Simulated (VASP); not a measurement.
# ZnS (Wurtzite-2H) (P6_3mc) in VASP: further runs, part 2 of 2

VASP 6.6.1.

### Step 4. Single point, PBE, spin-orbit coupling, no magnetisation

INCAR reads:

```
  PREC = Accurate
  ENCUT = 350
  EDIFF = 1E-7
  ISMEAR = 0
  SIGMA = 0.02
  LREAL = False
  LASPH = True
  NELM = 100
  ALGO = Normal
  ISIF = 2
  LWAVE = False
  LCHARG = False
  MAGMOM = 0 0 0 0 0 0 0 0 0 0 0 0
  LORBIT = 11
  LSORBIT = True
  GGA_COMPAT = False
  GGA = PE
  NBANDS = 52
```

KPOINTS reads:

```
regular mesh
0
Gamma
  6 6 3
```

POSCAR reads:

```
ZnS
1.0
    3.8110000000      0.0000000000      0.0000000000
   -1.9055000000      3.3004228138      0.0000000000
    0.0000000000      0.0000000000      6.2340000000
Zn S
2 2
Direct
    0.6666666667      0.3333333333      0.5000000000
    0.3333333333      0.6666666667      0.0000000000
    0.6666666667      0.3333333333      0.8850000000
    0.3333333333      0.6666666667      0.3850000000
```

Potentials or basis: VASP PAW PBE potentials, release 64 (Zn, S).

Command:

```bash
> cat potpaw_PBE.64/Zn/POTCAR potpaw_PBE.64/S/POTCAR > POTCAR
> mpirun -np 1 vasp_ncl > vasp.out
```

OUTCAR:

```text
PREC = Accurate
   ENCUT = 350
   EDIFF = 1E-7
   ISMEAR = 0
   LREAL = False
   LASPH = True
   NELM = 100
   ISIF = 2
   LORBIT = 11
   LSORBIT = True
   GGA = PE

 Found     21 irreducible k-points:

 Following reciprocal coordinates:
            Coordinates               Weight
  0.000000  0.000000  0.000000      1.000000
  0.166667 -0.000000  0.000000      6.000000
  0.333333  0.000000  0.000000      6.000000
  0.500000  0.000000  0.000000      3.000000
  0.166667  0.166667  0.000000      6.000000
  0.333333  0.166667  0.000000     12.000000
   k-points           NKPTS =     21   k-points in BZ     NKDIM =     21   number of bands    NBANDS=     52
   number of dos      NEDOS =    301   number of ions     NIONS =      4
   total plane-waves  NPLWV =  23040
   dimension x,y,z NGX =    24 NGY =   24 NGZ =   40
   dimension x,y,z NGXF=    48 NGYF=   48 NGZF=   80
   ions per type =               2   2
   NGX,Y,Z   is equivalent  to a cutoff of  10.47, 10.47, 10.67 a.u.
   NGXF,Y,Z  is equivalent  to a cutoff of  20.94, 20.94, 21.33 a.u.
 SYSTEM =  unknown system
   PREC   = accura    normal or accurate (medium, high low for compatibility)
   ISTART =      0    job   : 0-new  1-cont  2-samecut
   ICHARG =      2    charge: 1-file 2-atom 10-const
   ISPIN  =      1    spin polarized calculation?
   LNONCOLLINEAR =      T non collinear calculations
   LSORBIT =      T    spin-orbit coupling
   LASPH  =      T    aspherical Exc in radial PAW
   ENCUT  =  350.0 eV  25.72 Ry    5.07 a.u.   5.81  5.81  9.51*2*pi/ulx,y,z
   NELM   =    100;   NELMIN=  2; NELMDL= -5     # of ELM steps
   EDIFF  = 0.1E-06   stopping-criterion for ELM
   LREAL  =      F    real-space projection
   EDIFFG = 0.1E-05   stopping-criterion for IOM
   NSW    =      0    number of steps for IOM
   IBRION =     -1    ionic relax: 0-MD 1-quasi-New 2-CG
   NFREE  =      0    steps in history (QN), initial steepest desc. (CG)
   ISIF   =      2    stress and relaxation
   ISYM   =      2    0-nonsym 1-usesym 2-fastsym
   POTIM  = 0.5000    time-step for ionic-motion
[... 384 lines left out ...]
     -0.00000      2.20028      0.00000        -0.000000     -0.000000      0.322253
      1.90550      1.10014      5.51709         0.000000     -0.000000     -0.322253
     -0.00000      2.20028      2.40009        -0.000000      0.000000     -0.322253
 -----------------------------------------------------------------------------------
    total drift:                               -0.000000     -0.000000     -0.000868

  FREE ENERGIE OF THE ION-ELECTRON SYSTEM (eV)
  ---------------------------------------------------
  free  energy   TOTEN  =       -13.6557691300 eV

  energy  without entropy=      -13.6557691300  energy(sigma->0) =      -13.65576913

 Spin-Orbit-Coupling matrix elements

 Ion:    1  E_soc:     -0.0083535
 l=   1
     0.0000000    -0.0004031    -0.0004291
    -0.0004031     0.0000000    -0.0004031
    -0.0004291    -0.0004031     0.0000000
 l=   2
     0.0000000    -0.0001957     0.0000000    -0.0001957    -0.0007953
    -0.0001957     0.0000000    -0.0005853    -0.0001926    -0.0001957
     0.0000000    -0.0005853     0.0000000    -0.0005853     0.0000000
    -0.0001957    -0.0001926    -0.0005853     0.0000000    -0.0001957
    -0.0007953    -0.0001957     0.0000000    -0.0001957     0.0000000
 l=   3
     0.0000000     0.0000000     0.0000000     0.0000000     0.0000000     0.0000000     0.0000000
     0.0000000     0.0000000     0.0000000     0.0000000     0.0000000     0.0000000     0.0000000
     0.0000000     0.0000000     0.0000000     0.0000000     0.0000000     0.0000000     0.0000000
     0.0000000     0.0000000     0.0000000     0.0000000     0.0000000     0.0000000     0.0000000
[... 49 lines left out ...]
 l=   2
     0.0000000     0.0000000     0.0000000     0.0000000     0.0000000
     0.0000000     0.0000000     0.0000000     0.0000000     0.0000000
     0.0000000     0.0000000     0.0000000     0.0000000     0.0000000
     0.0000000     0.0000000     0.0000000     0.0000000     0.0000000
     0.0000000     0.0000000     0.0000000     0.0000000     0.0000000
 l=   3
     0.0000000     0.0000000     0.0000000     0.0000000     0.0000000     0.0000000     0.0000000
     0.0000000     0.0000000     0.0000000     0.0000000     0.0000000     0.0000000     0.0000000
     0.0000000     0.0000000     0.0000000     0.0000000     0.0000000     0.0000000     0.0000000
     0.0000000     0.0000000     0.0000000     0.0000000     0.0000000     0.0000000     0.0000000
     0.0000000     0.0000000     0.0000000     0.0000000     0.0000000     0.0000000     0.0000000
     0.0000000     0.0000000     0.0000000     0.0000000     0.0000000     0.0000000     0.0000000
     0.0000000     0.0000000     0.0000000     0.0000000     0.0000000     0.0000000     0.0000000

 total charge

# of ion       s       p       d       tot
------------------------------------------
    1        0.521   0.482   9.797  10.800
    2        0.521   0.482   9.797  10.800
    3        1.314   2.442   0.000   3.756
    4        1.314   2.442   0.000   3.756
--------------------------------------------------
tot          3.670   5.848  19.594  29.112

 magnetization (x)

# of ion       s       p       d       tot
------------------------------------------
    1        0.000  -0.000   0.000   0.000
    2        0.000   0.000   0.000   0.000
    3       -0.000   0.000   0.000   0.000
    4        0.000   0.000   0.000   0.000
--------------------------------------------------
tot          0.000  -0.000   0.000   0.000

 magnetization (y)

# of ion       s       p       d       tot
------------------------------------------
    1       -0.000   0.000   0.000   0.000
    2       -0.000   0.000   0.000  -0.000
    3        0.000   0.000   0.000   0.000
    4        0.000  -0.000   0.000  -0.000
--------------------------------------------------
tot         -0.000   0.000   0.000  -0.000

 magnetization (z)

# of ion       s       p       d       tot
------------------------------------------
    1        0.000   0.000  -0.000   0.000
    2        0.000  -0.000   0.000  -0.000
    3        0.000   0.000   0.000   0.000
    4        0.000  -0.000   0.000  -0.000
--------------------------------------------------
tot          0.000  -0.000   0.000   0.000
```

stdout:

```text
POSCAR found type information on POSCAR ZnS
 POSCAR found :  2 types and       4 ions
 scaLAPACK will be used
 LDA part: xc-table for (Slater+PW92), standard interpolation
 POSCAR, INCAR and KPOINTS ok, starting setup
 FFT: planning ... GRIDC
 FFT: planning ... GRID_SOFT
 FFT: planning ... GRID
 WAVECAR not read
 entering main loop
```

Run time: 41 s. Hardware: 1 thread of Intel Xeon 6975P-C (Granite Rapids), shared host; peak memory 0.27 GiB.

The run converged, but some of its settings lie outside the range that counts as converged, so its numbers aren't taken as properties of the crystal.

Results:

* Free energy: -13.6558 eV
* Pressure: 2.3 GPa
* Largest force: 0.322 eV/Å
* Valence electrons inside the program's atomic spheres: Zn 10.80; S 3.76

### Step 5. Single point, PBE, spin-orbit coupling, no magnetisation

INCAR, as its differences from that of step 4:

```diff
@@ -2,3 +2,3 @@
   ENCUT = 350
-  EDIFF = 1E-7
+  EDIFF = 1E-4
   ISMEAR = 0
```

KPOINTS is that of step 4.

POSCAR is that of step 4.

Command:

```bash
> cat potpaw_PBE.64/Zn/POTCAR potpaw_PBE.64/S/POTCAR > POTCAR
> mpirun -np 1 vasp_ncl > vasp.out
```

Run time: 33 s. Hardware: 1 thread of Intel Xeon 6975P-C (Granite Rapids), shared host; peak memory 0.27 GiB.

The run converged, but some of its settings lie outside the range that counts as converged, so its numbers aren't taken as properties of the crystal.

What came out:

```
Free energy                                           : -13.6558 eV
Pressure                                              : 2.4 GPa
Largest force                                         : 0.322 eV/Å
Valence electrons inside the program's atomic spheres : Zn 10.80; S 3.76
```

### Step 6. Single point, PBE, spin-orbit coupling, no magnetisation

INCAR, as its differences from that of step 5:

```diff
@@ -1,4 +1,4 @@
-  PREC = Accurate
+  PREC = Normal
   ENCUT = 350
-  EDIFF = 1E-4
+  EDIFF = 1E-7
   ISMEAR = 0
```

KPOINTS is that of step 5.

POSCAR is that of step 5.

Potentials or basis: VASP PAW PBE potentials, release 64 (Zn, S).

Command:

```bash
> cat potpaw_PBE.64/Zn/POTCAR potpaw_PBE.64/S/POTCAR > POTCAR
> mpirun -np 1 vasp_ncl > vasp.out
```

OUTCAR:

```text
PREC = Normal
   ENCUT = 350
   EDIFF = 1E-7
   ISMEAR = 0
   LREAL = False
   LASPH = True
   NELM = 100
   ISIF = 2
   LORBIT = 11
   LSORBIT = True
   GGA = PE

 Found     21 irreducible k-points:

 Following reciprocal coordinates:
            Coordinates               Weight
  0.000000  0.000000  0.000000      1.000000
  0.166667 -0.000000  0.000000      6.000000
  0.333333  0.000000  0.000000      6.000000
  0.500000  0.000000  0.000000      3.000000
  0.166667  0.166667  0.000000      6.000000
  0.333333  0.166667  0.000000     12.000000
   k-points           NKPTS =     21   k-points in BZ     NKDIM =     21   number of bands    NBANDS=     52
   number of dos      NEDOS =    301   number of ions     NIONS =      4
   total plane-waves  NPLWV =   9720
[... 498 lines left out ...]
     0.0000000     0.0000000     0.0000000     0.0000000     0.0000000     0.0000000     0.0000000
     0.0000000     0.0000000     0.0000000     0.0000000     0.0000000     0.0000000     0.0000000
     0.0000000     0.0000000     0.0000000     0.0000000     0.0000000     0.0000000     0.0000000

 total charge

# of ion       s       p       d       tot
------------------------------------------
    1        0.521   0.482   9.797  10.800
    2        0.521   0.482   9.797  10.800
    3        1.314   2.442   0.000   3.757
    4        1.314   2.442   0.000   3.757
--------------------------------------------------
tot          3.670   5.849  19.594  29.112

 magnetization (x)

# of ion       s       p       d       tot
------------------------------------------
    1        0.000   0.000   0.000   0.000
    2       -0.000   0.000   0.000  -0.000
    3        0.000   0.000   0.000   0.000
    4       -0.000   0.000   0.000   0.000
--------------------------------------------------
tot         -0.000   0.000   0.000   0.000

 magnetization (y)

# of ion       s       p       d       tot
------------------------------------------
    1        0.000   0.000   0.000   0.000
    2        0.000  -0.000   0.000   0.000
    3        0.000   0.000   0.000   0.000
    4        0.000  -0.000   0.000  -0.000
--------------------------------------------------
tot          0.000  -0.000   0.000  -0.000

 magnetization (z)

# of ion       s       p       d       tot
------------------------------------------
    1        0.000  -0.000   0.000   0.000
    2       -0.000   0.000   0.000   0.000
    3       -0.000  -0.000   0.000  -0.000
    4        0.000  -0.000   0.000  -0.000
--------------------------------------------------
tot          0.000  -0.000   0.000  -0.000
```

It took 29 s on 1 thread of Intel Xeon 6975P-C (Granite Rapids), shared host; peak memory 0.21 GiB.

These settings aren't checked as converged: the numbers below hold their error.

Results:

| Quantity | Value |
| --- | --- |
| Free energy | -13.6563 eV |
| Pressure | 2.3 GPa |
| Largest force | 0.322 eV/Å |
| Valence electrons inside the program's atomic spheres | Zn 10.80; S 3.76 |
